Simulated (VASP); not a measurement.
These are HSE06 screened hybrid, VASP's PBE PAW potentials (set 64) (plane waves; VASP) values and carry that method's errors.

VASP ran on this input.

**POSCAR**
```
CsBr
8.651240
  0.5000000000   0.0000000000   0.0000000000
  0.0000000000   0.5000000000   0.0000000000
  0.0000000000   0.0000000000   0.5000000000
Cs Br
1 1
Cart
  0.0000000000   0.0000000000   0.0000000000
  0.2500000000   0.2500000000   0.2500000000
```

**KPOINTS**
```
K-points
0
Gamma
 6 6 6
```

INCAR:
```
SYSTEM = CsBr
PREC = Accurate
ENCUT = 300
EDIFF = 1E-6
NELM = 100
ALGO = Normal
LREAL = .FALSE.
LASPH = .TRUE.
ISMEAR = 0
SIGMA = 0.01
GGA = PE
HFSCREEN = 0.2
AEXX = 0.25
LHFCALC = .TRUE.
PRECFOCK = Fast
ISYM = 3
LMAXMIX = 4
LWAVE = .FALSE.
LCHARG = .FALSE.
ISIF = 2
```

POTCAR, in this order: Cs_sv Br (PBE.64 set). Program: vasp_std.

Output of the run:

OSZICAR:
```
       N       E                     dE             d eps       ncg     rms          rms(c)
DAV:   1    -0.175900801743E+04   -0.17590E+04   -0.48533E+03   480   0.740E+02
DAV:   2    -0.183998699195E+04   -0.80979E+02   -0.76637E+02   732   0.156E+02
DAV:   3    -0.184541473486E+04   -0.54277E+01   -0.54143E+01   596   0.465E+01
DAV:   4    -0.184546195953E+04   -0.47225E-01   -0.47212E-01   552   0.527E+00
DAV:   5    -0.727588174856E+01    0.18382E+04   -0.56957E+00   480   0.170E+01    0.226E+00
DAV:   6    -0.704594309283E+01    0.22994E+00   -0.75143E-01   544   0.466E+00    0.157E+00
DAV:   7    -0.702127444911E+01    0.24669E-01   -0.17040E-01   556   0.205E+00    0.118E+00
DAV:   8    -0.701762204812E+01    0.36524E-02   -0.25626E-02   588   0.870E-01    0.746E-01
DAV:   9    -0.701565473725E+01    0.19673E-02   -0.29946E-03   584   0.369E-01    0.433E-01
DAV:  10    -0.701499766035E+01    0.65708E-03   -0.89545E-04   588   0.231E-01    0.243E-01
DAV:  11    -0.701486096347E+01    0.13670E-03   -0.34938E-04   592   0.151E-01    0.139E-01
DAV:  12    -0.701486067541E+01    0.28806E-06   -0.14472E-04   576   0.985E-02    0.833E-02
DAV:  13    -0.701488616266E+01   -0.25487E-04   -0.64732E-05   580   0.652E-02    0.524E-02
DAV:  14    -0.701490919010E+01   -0.23027E-04   -0.29186E-05   572   0.435E-02    0.342E-02
DAV:  15    -0.701492443834E+01   -0.15248E-04   -0.12951E-05   576   0.291E-02    0.228E-02
DAV:  16    -0.701493339987E+01   -0.89615E-05   -0.57265E-06   568   0.196E-02    0.154E-02
DAV:  17    -0.701493833259E+01   -0.49327E-05   -0.25476E-06   556   0.132E-02    0.104E-02
DAV:  18    -0.701494093142E+01   -0.25988E-05   -0.10693E-06   400   0.893E-03    0.703E-03
DAV:  19    -0.701494226966E+01   -0.13382E-05   -0.63569E-07   384   0.672E-03    0.485E-03
DAV:  20    -0.701494295209E+01   -0.68243E-06   -0.26552E-07   324   0.423E-03
   1 F= -.70149430E+01 E0= -.70149430E+01  d E =-.118740E-15
```

### OUTCAR
```
------------------------ aborting loop because EDIFF is reached ----------------------------------------
  FORCE on cell =-STRESS in cart. coord.  units (eV):
  Direction    XX          YY          ZZ          XY          YZ          ZX
  --------------------------------------------------------------------------------------
  Total        0.1425294      0.1425294      0.1425294      0.0000000      0.0000000      0.0000000
  in kB        2.8214350      2.8214350      2.8214350      0.0000000      0.0000000      0.0000000
  external PRESSURE =       2.8214350 kB  Pullay stress =       0.0000000 kB
  volume of cell :       80.94
      direct lattice vectors                 reciprocal lattice vectors
     4.325620000  0.000000000  0.000000000     0.231180732  0.000000000  0.000000000
     0.000000000  4.325620000  0.000000000     0.000000000  0.231180732  0.000000000
     0.000000000  0.000000000  4.325620000     0.000000000  0.000000000  0.231180732
 POSITION                                       TOTAL-FORCE (eV/Angst)
 -----------------------------------------------------------------------------------
      0.00000      0.00000      0.00000         0.000000      0.000000      0.000000
      2.16281      2.16281      2.16281         0.000000      0.000000      0.000000
 -----------------------------------------------------------------------------------
    total drift:                               -0.000022     -0.000030     -0.000021
  FREE ENERGIE OF THE ION-ELECTRON SYSTEM (eV)
  ---------------------------------------------------
  free  energy   TOTEN  =        -7.0149429521 eV

  energy  without entropy=       -7.0149429521  energy(sigma->0) =       -7.01494295

  exchange ACFDT corr.  =         0.00000000  see jH, gK, PRB 81, 115126
```
(Selected blocks of OUTCAR.)

At this cut-off the stress carries a Pulay error, which pulls relaxed volumes low.

The structure comes from a computed database's CsBr entry; how it stands against other phases isn't given here. The cell was not relaxed at this level. The run is one of a series of settings (AEXX = 0.25, GGA = PE, HFSCREEN = 0.2, ISYM = 3, LHFCALC = .TRUE., PRECFOCK = Fast against the base run), some of them coarse on purpose.
